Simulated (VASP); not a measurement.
**From an Ansatz input to VASP: PbS (strained rocksalt)**

Ansatz input

```yaml
crystal:
  lattice:
    - [0.0, 2.8677433692, 3.0178762948]
    - [2.8677433692, 0.0, 3.0178762948]
    - [2.8677433692, 2.8677433692, 0.0]
  atoms:
    - { symbol: Pb, position: [0.0, 0.0, 0.0] }
    - { symbol: S, position: [0.5, 0.5, 0.5] }
kpoints:
  mp_grid: { grid: [8, 8, 8] }
  band_path:
    path:
      - [0.0, 0.0, 0.0]
      - [0.5, 0.0, 0.5]
      - [0.625, 0.25, 0.625]
      - [0.375, 0.375, 0.75]
      - [0.5, 0.5, 0.5]
      - [0.5, 0.25, 0.75]
      - [0.0, 0.0, 0.5]
    npoints: 1
hamiltonian:
  xc: r2scan
scf:
  occupations: { method: fermi_dirac, width: 0.02 }
  n_extra_bands: 4
output:
  forces: true
  stress: true
  eigenvalues: true
```

**Question.** Which VASP files do the same job?

**Answer.** 

INCAR

```
NBANDS = 17
LWAVE = .FALSE.
IBRION = -1
LCHARG = .FALSE.
NSW = 0
LREAL = .FALSE.
ISIF = 2
SIGMA = 0.02
ENCUT = 520
LASPH = .TRUE.
METAGGA = R2SCAN
EDIFF = 1E-7
NELM = 120
ALGO = Normal
ISMEAR = -1
PREC = Accurate
```

KPOINTS

```
KPOINTS created by Atomic Simulation Environment
0
Gamma
8 8 8
0 0 0
```

KPOINTS_OPT

```
special points
7
Reciprocal
0.0000000000 0.0000000000 0.0000000000 1
0.5000000000 0.0000000000 0.5000000000 1
0.6250000000 0.2500000000 0.6250000000 1
0.3750000000 0.3750000000 0.7500000000 1
0.5000000000 0.5000000000 0.5000000000 1
0.5000000000 0.2500000000 0.7500000000 1
0.0000000000 0.0000000000 0.5000000000 1
```

POSCAR

```
Pb S
 1.0000000000000000
     0.0000000000000000    2.8677433691999998    3.0178762948000002
     2.8677433691999998    0.0000000000000000    3.0178762948000002
     2.8677433691999998    2.8677433691999998    0.0000000000000000
 Pb  S
   1   1
Cartesian
  0.0000000000000000  0.0000000000000000  0.0000000000000000
  2.8677433691999994  2.8677433691999994  3.0178762948000002
```

VASP ran with the recommended PBE PAW datasets (20 valence electrons in the cell). Other inputs would serve too.

```csv
,Ansatz,VASP
gap between bands v and c,0.32 eV,0.33 eV
least direct gap,0.32 eV,0.33 eV
pressure,5.3 GPa,5.3 GPa
```

Each program uses its own PAW datasets. VASP's cell holds 20 valence electrons and Ansatz's 20. Ansatz's stress includes a Pulay correction; VASP's doesn't.
